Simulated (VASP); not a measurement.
Bi under changes of volume

One of the cells (36.777 Å³/atom); the others are scaled copies at fixed shape and fractional positions:

```
Bi
1.0
     2.26890    1.30995    4.12467
    -2.26890    1.30995    4.12467
     0.00000   -2.61990    4.12467
Bi
2
Direct
  0.76889 0.76889 0.76889
  0.23111 0.23111 0.23111
```

- Program: VASP 6.6.1
- Functional: r2SCAN
- Potentials or basis: VASP PAW PBE potentials, release 64 (Bi_d)
- Cutoff: 520 eV
- k mesh: 6 × 6 × 6
- Occupations: gaussian, width 0.02 eV
- Spin: no spin polarisation

```csv
volume (Å³/atom),energy over the lowest point (meV/atom),pressure (GPa),gap on the mesh (eV),largest force (eV/Å)
35.306,?,?,?,?
36.042,2.36,0.9,0.05,0.114
36.777,0.00,0.0,0.07,0.004
37.513,1.89,-0.9,0.10,0.093
38.248,7.48,-1.7,0.12,0.193
```

Q: What does the run at 35.306 Å³/atom give?

A: Energy over the lowest point 9.40 meV/atom; pressure 2.0 GPa; gap on the mesh 0.02 eV; largest force 0.230 eV/Å.

Worked out: A Birch-Murnaghan fit of order 2 (a polynomial in V^(-2/3)) to the other rows has its minimum at 36.81 Å³/atom with B0 = V·E''(V) = 45 GPa at fixed shape and positions, which overstates the stiffness. It gives 9.31 meV/atom at 35.306 Å³/atom, against the run's 9.40, and -dE/dV = 2.1 GPa, against 2.0.

Energies are extrapolated to zero smearing.

Caveats: the PAW data sets were made with another functional, which shifts forces and pressure a little; spin-orbit coupling is left out, which as a rule narrows the gap of such compounds by several tenths of an eV.

A mesh can miss the band edges.
